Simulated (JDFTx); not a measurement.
**FeO (Wuestite) under changes of volume**

One of the cells (10.067 Å³/atom); the others are scaled copies at fixed shape and fractional positions:

```
Fe O
1.0
     1.51882    0.87689    2.51958
    -1.51882    0.87689    2.51958
     0.00000   -1.75378    2.51958
Fe O
1 1
Direct
  0.00000 0.00000 0.00000
  0.50000 0.50000 0.50000
```

```yaml
Program: JDFTx 1.7.0 (patched build)
Functional: PBEsol
Potentials_or_basis: PseudoDojo-SR-PBEsol-0.4.1-standard with smoothed tails
Cutoff: 1225 eV
Density_cutoff: 9796 eV
k_mesh: 11 × 11 × 11
Occupations: fermi-dirac, width 0.05 eV
Spin: collinear spin, ferromagnetic start
Starting_moments: "[3.0, 0.0] μB"
```

```tsv
volume (Å³/atom)	energy over the lowest point (meV/atom)	pressure (GPa)
9.463	0.00	1.6
9.664	0.79	-2.8
9.866	6.74	-6.6
10.067	?	?
10.268	31.92	-13.2
10.470	50.23	-15.9
10.671	71.78	-18.3
```

Question: What does the run at 10.067 Å³/atom give?

Answer: Energy over the lowest point 17.28 meV/atom; pressure -10.1 GPa.

Worked out: A Birch-Murnaghan fit of order 3 (a polynomial in V^(-2/3)) to the other rows has its minimum at 9.53 Å³/atom with B0 = V·E''(V) = 209 GPa and B' = 4.5 at fixed shape and positions, which overstates the stiffness. It gives 17.28 meV/atom at 10.067 Å³/atom, against the run's 17.28, and -dE/dV = -10.1 GPa, against -10.1.

Energies are extrapolated to zero smearing.

Caveats: a cell with one magnetic atom can't hold antiferromagnetic order, which such compounds often take.
